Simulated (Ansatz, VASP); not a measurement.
**Cross-check of Si54CN71 (C_N) between VASP and Ansatz**

Aim: how closely do two programs agree when they are given the same cell, functional and k mesh? The structure shown is the start of the Ansatz relaxation below; VASP solves that cell, so the two are compared at the walk's first step.

Calculated with Ansatz 0.2.0; plane waves, with VASP 6.6.1 beside it; single point at PBEsol.

## (1) The starting structure

The cell holds 126 atoms: 54 Si, 71 N and 1 C. Cell: a = 13.206 Å, b = 13.206 Å, c = 8.731 Å, α = 90.0°, β = 90.0°, γ = 120.0°. It derives from Si3N4 (Si3N4 (P6_3/m)). Nearest the centre at fractional (0.576, 0.453, 0.583): C126 at 0.05 Å, Si35 at 1.69 Å, Si53 at 1.76 Å, Si32 at 1.78 Å, N115 at 2.78 Å, N80 at 2.79 Å, N99 at 2.79 Å, N122 at 2.80 Å. The cell carries charge +1.

## (2) Ansatz: relaxation, PBEsol

Ansatz runs on its PAW soft_1 files.

The two programs are compared at the cell with which this relaxation starts, whose forces are those of its first step.

input.yaml

```yaml
crystal:
  lattice:
    - [11.43668588, 6.60297367, 0.0]
    - [-11.43668588, 6.60297367, 0.0]
    - [0.0, 0.0, 8.73076733]
  atoms:
    - { symbol: Si, position: [0.01950046, 0.80655545, 0.25] }
    - { symbol: Si, position: [0.3528338, 0.47322211, 0.25] }
    - { symbol: Si, position: [0.68616713, 0.13988878, 0.25] }
    - { symbol: Si, position: [0.21294502, 0.01950046, 0.08333333] }
    - { symbol: Si, position: [0.54627835, 0.68616713, 0.08333333] }
    - { symbol: Si, position: [0.87961168, 0.3528338, 0.08333333] }
    - { symbol: Si, position: [0.13988878, 0.45372165, 0.08333333] }
    - { symbol: Si, position: [0.47322211, 0.12038832, 0.08333333] }
    - { symbol: Si, position: [0.80655545, 0.78705498, 0.08333333] }
    - { symbol: Si, position: [0.19344455, 0.21294502, 0.25] }
    - { symbol: Si, position: [0.52677789, 0.87961168, 0.25] }
    - { symbol: Si, position: [0.86011122, 0.54627835, 0.25] }
    - { symbol: Si, position: [0.12038832, 0.6471662, 0.25] }
    - { symbol: Si, position: [0.45372165, 0.31383287, 0.25] }
    - { symbol: Si, position: [0.78705498, 0.98049954, 0.25] }
    - { symbol: Si, position: [0.31383287, 0.86011122, 0.08333333] }
    - { symbol: Si, position: [0.6471662, 0.52677789, 0.08333333] }
    - { symbol: Si, position: [0.98049954, 0.19344455, 0.08333333] }
    - { symbol: "N", position: [0.0, 0.66666667, 0.25] }
    - { symbol: "N", position: [0.33333333, 0.33333333, 0.25] }
    - { symbol: "N", position: [0.66666667, 0.0, 0.25] }
    - { symbol: "N", position: [0.0, 0.33333333, 0.08333333] }
    - { symbol: "N", position: [0.33333333, 0.0, 0.08333333] }
    - { symbol: "N", position: [0.66666667, 0.66666667, 0.08333333] }
    - { symbol: "N", position: [0.21345843, 0.45653274, 0.25] }
    - { symbol: "N", position: [0.54679176, 0.12319941, 0.25] }
    - { symbol: "N", position: [0.8801251, 0.78986608, 0.25] }
    - { symbol: "N", position: [0.09025902, 0.8801251, 0.08333333] }
    - { symbol: "N", position: [0.42359235, 0.54679176, 0.08333333] }
    - { symbol: "N", position: [0.75692569, 0.21345843, 0.08333333] }
    - { symbol: "N", position: [0.12319941, 0.57640765, 0.08333333] }
    - { symbol: "N", position: [0.45653274, 0.24307431, 0.08333333] }
    - { symbol: "N", position: [0.78986608, 0.90974098, 0.08333333] }
    - { symbol: "N", position: [0.21013392, 0.09025902, 0.25] }
    - { symbol: "N", position: [0.54346726, 0.75692569, 0.25] }
    - { symbol: "N", position: [0.87680059, 0.42359235, 0.25] }
    - { symbol: "N", position: [0.1198749, 0.21013392, 0.08333333] }
    - { symbol: "N", position: [0.45320824, 0.87680059, 0.08333333] }
    - { symbol: "N", position: [0.78654157, 0.54346726, 0.08333333] }
    - { symbol: "N", position: [0.24307431, 0.78654157, 0.25] }
    - { symbol: "N", position: [0.57640765, 0.45320824, 0.25] }
    - { symbol: "N", position: [0.90974098, 0.1198749, 0.25] }
    - { symbol: Si, position: [0.01950046, 0.80655545, 0.58333333] }
    - { symbol: Si, position: [0.3528338, 0.47322211, 0.58333333] }
    - { symbol: Si, position: [0.68616713, 0.13988878, 0.58333333] }
    - { symbol: Si, position: [0.21294502, 0.01950046, 0.41666667] }
    - { symbol: Si, position: [0.54627835, 0.68616713, 0.41666667] }
    - { symbol: Si, position: [0.87961168, 0.3528338, 0.41666667] }
    - { symbol: Si, position: [0.13988878, 0.45372165, 0.41666667] }
    - { symbol: Si, position: [0.47322211, 0.12038832, 0.41666667] }
    - { symbol: Si, position: [0.80655545, 0.78705498, 0.41666667] }
    - { symbol: Si, position: [0.19344455, 0.21294502, 0.58333333] }
    - { symbol: Si, position: [0.52677789, 0.87961168, 0.58333333] }
    - { symbol: Si, position: [0.86011122, 0.54627835, 0.58333333] }
    - { symbol: Si, position: [0.12038832, 0.6471662, 0.58333333] }
    - { symbol: Si, position: [0.45372165, 0.31383287, 0.58333333] }
    - { symbol: Si, position: [0.78705498, 0.98049954, 0.58333333] }
    - { symbol: Si, position: [0.31383287, 0.86011122, 0.41666667] }
    - { symbol: Si, position: [0.6471662, 0.52677789, 0.41666667] }
    - { symbol: Si, position: [0.98049954, 0.19344455, 0.41666667] }
    - { symbol: "N", position: [0.0, 0.66666667, 0.58333333] }
    - { symbol: "N", position: [0.33333333, 0.33333333, 0.58333333] }
    - { symbol: "N", position: [0.66666667, 0.0, 0.58333333] }
    - { symbol: "N", position: [0.0, 0.33333333, 0.41666667] }
    - { symbol: "N", position: [0.33333333, 0.0, 0.41666667] }
    - { symbol: "N", position: [0.66666667, 0.66666667, 0.41666667] }
    - { symbol: "N", position: [0.21345843, 0.45653274, 0.58333333] }
    - { symbol: "N", position: [0.54679176, 0.12319941, 0.58333333] }
    - { symbol: "N", position: [0.8801251, 0.78986608, 0.58333333] }
    - { symbol: "N", position: [0.09025902, 0.8801251, 0.41666667] }
    - { symbol: "N", position: [0.42359235, 0.54679176, 0.41666667] }
    - { symbol: "N", position: [0.75692569, 0.21345843, 0.41666667] }
    - { symbol: "N", position: [0.12319941, 0.57640765, 0.41666667] }
    - { symbol: "N", position: [0.45653274, 0.24307431, 0.41666667] }
    - { symbol: "N", position: [0.78986608, 0.90974098, 0.41666667] }
    - { symbol: "N", position: [0.21013392, 0.09025902, 0.58333333] }
    - { symbol: "N", position: [0.54346726, 0.75692569, 0.58333333] }
    - { symbol: "N", position: [0.87680059, 0.42359235, 0.58333333] }
    - { symbol: "N", position: [0.1198749, 0.21013392, 0.41666667] }
    - { symbol: "N", position: [0.45320824, 0.87680059, 0.41666667] }
    - { symbol: "N", position: [0.78654157, 0.54346726, 0.41666667] }
    - { symbol: "N", position: [0.24307431, 0.78654157, 0.58333333] }
    - { symbol: C, position: [0.57640765, 0.45320824, 0.58333333] }
    - { symbol: "N", position: [0.90974098, 0.1198749, 0.58333333] }
    - { symbol: Si, position: [0.01950046, 0.80655545, 0.91666667] }
    - { symbol: Si, position: [0.3528338, 0.47322211, 0.91666667] }
    - { symbol: Si, position: [0.68616713, 0.13988878, 0.91666667] }
    - { symbol: Si, position: [0.21294502, 0.01950046, 0.75] }
    - { symbol: Si, position: [0.54627835, 0.68616713, 0.75] }
    - { symbol: Si, position: [0.87961168, 0.3528338, 0.75] }
    - { symbol: Si, position: [0.13988878, 0.45372165, 0.75] }
    - { symbol: Si, position: [0.47322211, 0.12038832, 0.75] }
    - { symbol: Si, position: [0.80655545, 0.78705498, 0.75] }
    - { symbol: Si, position: [0.19344455, 0.21294502, 0.91666667] }
    - { symbol: Si, position: [0.52677789, 0.87961168, 0.91666667] }
    - { symbol: Si, position: [0.86011122, 0.54627835, 0.91666667] }
    - { symbol: Si, position: [0.12038832, 0.6471662, 0.91666667] }
    - { symbol: Si, position: [0.45372165, 0.31383287, 0.91666667] }
    - { symbol: Si, position: [0.78705498, 0.98049954, 0.91666667] }
    - { symbol: Si, position: [0.31383287, 0.86011122, 0.75] }
    - { symbol: Si, position: [0.6471662, 0.52677789, 0.75] }
    - { symbol: Si, position: [0.98049954, 0.19344455, 0.75] }
    - { symbol: "N", position: [0.0, 0.66666667, 0.91666667] }
    - { symbol: "N", position: [0.33333333, 0.33333333, 0.91666667] }
    - { symbol: "N", position: [0.66666667, 0.0, 0.91666667] }
    - { symbol: "N", position: [0.0, 0.33333333, 0.75] }
    - { symbol: "N", position: [0.33333333, 0.0, 0.75] }
    - { symbol: "N", position: [0.66666667, 0.66666667, 0.75] }
    - { symbol: "N", position: [0.21345843, 0.45653274, 0.91666667] }
    - { symbol: "N", position: [0.54679176, 0.12319941, 0.91666667] }
    - { symbol: "N", position: [0.8801251, 0.78986608, 0.91666667] }
    - { symbol: "N", position: [0.09025902, 0.8801251, 0.75] }
    - { symbol: "N", position: [0.42359235, 0.54679176, 0.75] }
    - { symbol: "N", position: [0.75692569, 0.21345843, 0.75] }
    - { symbol: "N", position: [0.12319941, 0.57640765, 0.75] }
    - { symbol: "N", position: [0.45653274, 0.24307431, 0.75] }
    - { symbol: "N", position: [0.78986608, 0.90974098, 0.75] }
    - { symbol: "N", position: [0.21013392, 0.09025902, 0.91666667] }
    - { symbol: "N", position: [0.54346726, 0.75692569, 0.91666667] }
    - { symbol: "N", position: [0.87680059, 0.42359235, 0.91666667] }
    - { symbol: "N", position: [0.1198749, 0.21013392, 0.75] }
    - { symbol: "N", position: [0.45320824, 0.87680059, 0.75] }
    - { symbol: "N", position: [0.78654157, 0.54346726, 0.75] }
    - { symbol: "N", position: [0.24307431, 0.78654157, 0.91666667] }
    - { symbol: "N", position: [0.57640765, 0.45320824, 0.91666667] }
    - { symbol: "N", position: [0.90974098, 0.1198749, 0.91666667] }
  host:
    repeats: [1, 1, 3]
    atoms:
      - { symbol: Si, position: [0.01950046, 0.80655545, 0.75] }
      - { symbol: Si, position: [0.3528338, 0.47322211, 0.75] }
      # ... 40 more atoms of the perfect host
total_charge: 1
basis:
  ecutwfc: 420
  xc_grid: 2
hamiltonian:
  xc: pbesol
  pseudopotentials: { kind: paw, azcp: { folder: soft_1 }, xc_functional: pbe }
kpoints:
  mp_grid: { grid: [1, 1, 1], shift: [0.25, 0.25, 0.25] }
scf:
  occupations: { method: fixed }
  max_iter: 60
output:
  forces: true
  charged_corrections:
    epsilon: [4.29, 4.29, 4.37]
    static_epsilon: [8.29, 8.29, 8.25]
    defect_position: [0.576408, 0.453208, 0.583333]
relax:
  f_tol: 0.02
  max_steps: 80
  random_displacement: { amplitude: 0.05, seed: 4630 }
checkpoint:
  write: "../qp1.relax.run"
  compress: false
  write_wavefunctions: true
  write_every: 100000
```

Launch:

```bash
> ansatz run input.yaml --threads 8 --pin off --max-ram 22609MiB --backend cpu --events-out ev --progress --plain --runs-dir out
```

Numbers of over 12 decimals in the logs are rounded to 6 here.

The program printed:

```text
Engine: ansatz 0.2.0, aarch64-unknown-linux-gnu
Pseudopotentials: kind: paw
Pseudopotential: Si, paw, valence charge 4, recommended cutoff 420 eV (normal), soft_1/Si.paw.azcp
Pseudopotential: N, paw, valence charge 5, recommended cutoff 420 eV (normal), soft_1/N.paw.azcp
Pseudopotential: C, paw, valence charge 4, recommended cutoff 420 eV (normal), soft_1/C.paw.azcp
Functional definition: PBEsol
  exchange = pbesol_x
  correlation = pbesol_c
Crystal: 126 atoms, lattice volume = 1318.628 Å³
Basis set: ecut = 420 eV, 25805 PW (Γ), exchange–correlation on 180×180×120 points (8 copies of the dense FFT grid, shifted against one another)
Bands: 413, of which v1, the nominal top of the filled ones, is band 287 counted from 1 (286 counted from 0)
Symmetry: 1 space group operations
k-points: 1
Non-local potential: Si, projectors of the file, l = 0: 2, l = 1: 2, l = 2: 1
Non-local potential: N, projectors of the file, l = 0: 2, l = 1: 2, l = 2: 1
Non-local potential: C, projectors of the file, l = 0: 2, l = 1: 2, l = 2: 1
PAW form: soft (Blöchl's): semilocal exchange-correlation on the pseudo side does not see the compensation charge
PAW frozen core: Si, regenerated for the run's functional, and the local potential with it (the file was generated under x = pbe(κ = 0.804, μ = 0.219515), c = pbe(β = 0.066725))
PAW frozen core: N, regenerated for the run's functional, and the local potential with it (the file was generated under x = pbe(κ = 0.804, μ = 0.219515), c = pbe(β = 0.066725))
PAW frozen core: C, regenerated for the run's functional, and the local potential with it (the file was generated under x = pbe(κ = 0.804, μ = 0.219515), c = pbe(β = 0.066725))
PAW one-centre angular grid: Si, 110 points (default); XC on 64 Gauss nodes
PAW one-centre angular grid: N, 110 points (default); XC on 64 Gauss nodes
PAW one-centre angular grid: C, 110 points (default); XC on 64 Gauss nodes
Initial density: superposition of atomic densities (chi_scale 0.1, normalization cell, long waves kept (reshape's long-wave potential 0.17 eV rms))
Initial wavefunctions: pseudopotential atomic-orbital guess
Functional: x = pbesol(κ = 0.804, μ = 0.123457), c = pbesol(β = 0.046)
SCF iter   1: F=—  HF=-60930.499570 eV  |F-HF|=—  |Δ(HF+E_count)|=         —  Δρ=1.49e-1  dr2=3.17e2  ethr=3.10e-3  ⟨swp⟩=6.0  Hψ=1639  notcnv=0  defer=123
preconditioner: auto → Resta (q_TF=auto, 2.375 Å⁻¹)  ε∞=3.6  [insulator: Δε(μ)=0.052 eV  Ē_g=15.332 eV  n_scr=282 (ndim 8)  ℏωp=24.5 eV  f_vac=0.010  ε∞_Penn≈3.6]
SCF iter   2: F=—  HF=-60836.467069 eV  |F-HF|=—  |Δ(HF+E_count)|=    9.40e1  Δρ=5.08e-2  dr2=2.44e1  ethr=3.10e-3  ⟨swp⟩=4.0  Hψ=935  notcnv=0  defer=122
SCF iter   3: F=—  HF=-60833.235348 eV  |F-HF|=—  |Δ(HF+E_count)|=    3.23e0  Δρ=2.96e-2  dr2=1.44e1  ethr=3.10e-3  ⟨swp⟩=3.0  Hψ=644  notcnv=0  defer=122
SCF iter   4: F=—  HF=-60832.407571 eV  |F-HF|=—  |Δ(HF+E_count)|=   8.28e-1  Δρ=1.77e-2  dr2=7.27e0  ethr=2.51e-3  ⟨swp⟩=3.0  Hψ=936  notcnv=0  defer=124
SCF iter   5: F=—  HF=-60831.693275 eV  |F-HF|=—  |Δ(HF+E_count)|=   7.14e-1  Δρ=1.01e-2  dr2=2.91e0  ethr=1.27e-3  ⟨swp⟩=2.0  Hψ=508  notcnv=0  defer=124
SCF iter   6: F=—  HF=-60831.374538 eV  |F-HF|=—  |Δ(HF+E_count)|=   3.19e-1  Δρ=3.11e-3  dr2=3.07e-1  ethr=5.07e-4  ⟨swp⟩=4.0  Hψ=511  notcnv=0  defer=124
SCF iter   7: F=—  HF=-60831.393291 eV  |F-HF|=—  |Δ(HF+E_count)|=   1.88e-2  Δρ=3.97e-3  dr2=5.12e-1  ethr=5.34e-5  ⟨swp⟩=5.0  Hψ=548  notcnv=0  defer=124
SCF iter   8: F=—  HF=-60831.362712 eV  |F-HF|=—  |Δ(HF+E_count)|=   3.06e-2  Δρ=1.38e-3  dr2=5.25e-2  ethr=5.34e-5  ⟨swp⟩=4.0  Hψ=295  notcnv=0  defer=124
SCF iter   9: F=—  HF=-60831.360973 eV  |F-HF|=—  |Δ(HF+E_count)|=   1.74e-3  Δρ=1.69e-3  dr2=1.11e-1  ethr=9.15e-6  ⟨swp⟩=5.0  Hψ=525  notcnv=0  defer=124
SCF iter  10: F=—  HF=-60831.356111 eV  |F-HF|=—  |Δ(HF+E_count)|=   4.86e-3  Δρ=3.32e-4  dr2=2.03e-3  ethr=9.15e-6  ⟨swp⟩=4.0  Hψ=295  notcnv=0  defer=124
SCF iter  11: F=—  HF=-60831.355386 eV  |F-HF|=—  |Δ(HF+E_count)|=   7.25e-4  Δρ=1.44e-4  dr2=5.02e-4  ethr=3.53e-7  ⟨swp⟩=2.0  Hψ=537  notcnv=0  defer=124
SCF iter  12: F=—  HF=-60831.355576 eV  |F-HF|=—  |Δ(HF+E_count)|=   1.90e-4  Δρ=6.52e-5  dr2=9.36e-5  ethr=8.74e-8  ⟨swp⟩=2.0  Hψ=504  notcnv=0  defer=124
SCF iter  13: F=—  HF=-60831.355640 eV  |F-HF|=—  |Δ(HF+E_count)|=   6.39e-5  Δρ=5.10e-5  dr2=9.30e-5  ethr=1.63e-8  ⟨swp⟩=2.0  Hψ=507  notcnv=0  defer=124
SCF iter  14: F=-60831.355646 eV  HF=-60831.355647 eV  |F-HF|=9.98e-7  |Δ(HF+E_count)|=   7.18e-6  Δρ=1.38e-5  dr2=5.03e-6  ethr=1.74e-9  ⟨swp⟩=3.0  Hψ=1241  notcnv=0
SCF 1 converged in 14 iterations: F = -60831.355646 eV  dr2 = 5.03e-6
  greatest PAW one-centre occupation: 0.796 electrons in one spin orbital (limit 2), on the N atom at site 61 (counted from 0), in its partial waves of l = 0
[...]
- { symbol: N, position: [0.333595, 0.332641, 0.250095] }
    - { symbol: N, position: [0.666504, -0.000119005, 0.249978] }
    - { symbol: N, position: [0.00110618, 0.333824, 0.083202] }
    - { symbol: N, position: [0.333702, 9.331769602743956e-5, 0.083289] }
    - { symbol: N, position: [0.667329, 0.667275, 0.083199] }
    - { symbol: N, position: [0.214590, 0.457144, 0.250441] }
    - { symbol: N, position: [0.547100, 0.123158, 0.250038] }
    - { symbol: N, position: [0.880980, 0.790762, 0.249661] }
    - { symbol: N, position: [0.090920, 0.880058, 0.083296] }
    - { symbol: N, position: [0.424297, 0.546081, 0.083305] }
    - { symbol: N, position: [0.757293, 0.213456, 0.083316] }
    - { symbol: N, position: [0.123728, 0.576558, 0.083348] }
    - { symbol: N, position: [0.457099, 0.242955, 0.083301] }
    - { symbol: N, position: [0.789685, 0.909968, 0.083342] }
    - { symbol: N, position: [0.210487, 0.090034, 0.250077] }
    - { symbol: N, position: [0.541922, 0.756177, 0.249775] }
    - { symbol: N, position: [0.877263, 0.423394, 0.249734] }
    - { symbol: N, position: [0.120136, 0.210015, 0.083335] }
    - { symbol: N, position: [0.453287, 0.877206, 0.083316] }
    - { symbol: N, position: [0.787769, 0.544387, 0.083333] }
    - { symbol: N, position: [0.243287, 0.786555, 0.249937] }
    - { symbol: N, position: [0.577016, 0.453576, 0.246938] }
    - { symbol: N, position: [0.909371, 0.120392, 0.249527] }
    - { symbol: Si, position: [0.019726, 0.806413, 0.583309] }
    - { symbol: Si, position: [0.351842, 0.471495, 0.583400] }
    - { symbol: Si, position: [0.686416, 0.140101, 0.583310] }
    - { symbol: Si, position: [0.213014, 0.018939, 0.416458] }
    - { symbol: Si, position: [0.546423, 0.686626, 0.415967] }
    - { symbol: Si, position: [0.879732, 0.352880, 0.416728] }
    - { symbol: Si, position: [0.140014, 0.454129, 0.416554] }
    - { symbol: Si, position: [0.473056, 0.118875, 0.416363] }
    - { symbol: Si, position: [0.808124, 0.789413, 0.415796] }
    - { symbol: Si, position: [0.189005, 0.209579, 0.583379] }
    - { symbol: Si, position: [0.526887, 0.880135, 0.583334] }
    - { symbol: Si, position: [0.860609, 0.546621, 0.583279] }
    - { symbol: Si, position: [0.120461, 0.647078, 0.583323] }
    - { symbol: Si, position: [0.444696, 0.307685, 0.583344] }
    - { symbol: Si, position: [0.787249, 0.981487, 0.583309] }
    - { symbol: Si, position: [0.313656, 0.859493, 0.416740] }
    - { symbol: Si, position: [0.649484, 0.530076, 0.409841] }
    - { symbol: Si, position: [0.979622, 0.193601, 0.416161] }
    - { symbol: N, position: [4.391462018210612e-5, 0.666695, 0.583323] }
[...]
- { symbol: C, position: [0.572950, 0.454799, 0.583276] }
[...]
- { symbol: Si, position: [0.019975, 0.806871, 0.916809] }
    - { symbol: Si, position: [0.353077, 0.472321, 0.917273] }
    - { symbol: Si, position: [0.686513, 0.140028, 0.916657] }
    - { symbol: Si, position: [0.212996, 0.018971, 0.750236] }
    - { symbol: Si, position: [0.546274, 0.686577, 0.750708] }
    - { symbol: Si, position: [0.879675, 0.352856, 0.749910] }
[...]
- { symbol: Si, position: [0.526512, 0.879846, 0.916820] }
    - { symbol: Si, position: [0.861193, 0.545836, 0.917645] }
    - { symbol: Si, position: [0.121100, 0.647333, 0.916777] }
    - { symbol: Si, position: [0.454736, 0.314089, 0.917236] }
    - { symbol: Si, position: [0.787081, 0.981154, 0.917118] }
    - { symbol: Si, position: [0.313655, 0.859486, 0.749918] }
    - { symbol: Si, position: [0.649363, 0.530008, 0.756732] }
    - { symbol: Si, position: [0.979616, 0.193552, 0.750492] }
[...]
- { symbol: N, position: [0.541911, 0.756192, 0.916850] }
    - { symbol: N, position: [0.877133, 0.423307, 0.916847] }
    - { symbol: N, position: [0.118236, 0.208530, 0.750931] }
    - { symbol: N, position: [0.453211, 0.876635, 0.749809] }
    - { symbol: N, position: [0.787428, 0.543987, 0.750827] }
    - { symbol: N, position: [0.243252, 0.786541, 0.916742] }
    - { symbol: N, position: [0.576984, 0.453529, 0.919660] }
    - { symbol: N, position: [0.909303, 0.120358, 0.917131] }
```

Reading the cycles: dr2 is the Hartree energy of the density residual (eV), the measure of convergence; HF is the Harris–Foulkes estimate of the energy, which meets the free energy F at convergence.

[end of part 1 of 4]

[Lines on the potential files, build, host, timing and source positions are cut from VASP's logs without a mark.]

[Logs are printed without paths, hosts, clocks, repeated set-up lines and the standing remarks that a program may print on its own settings, such as how far it seeks lower states.]

[Hosts, paths, dates, database ids (printed as entryN), source tags and the programs' standing remarks are cut or masked in the printed files.]
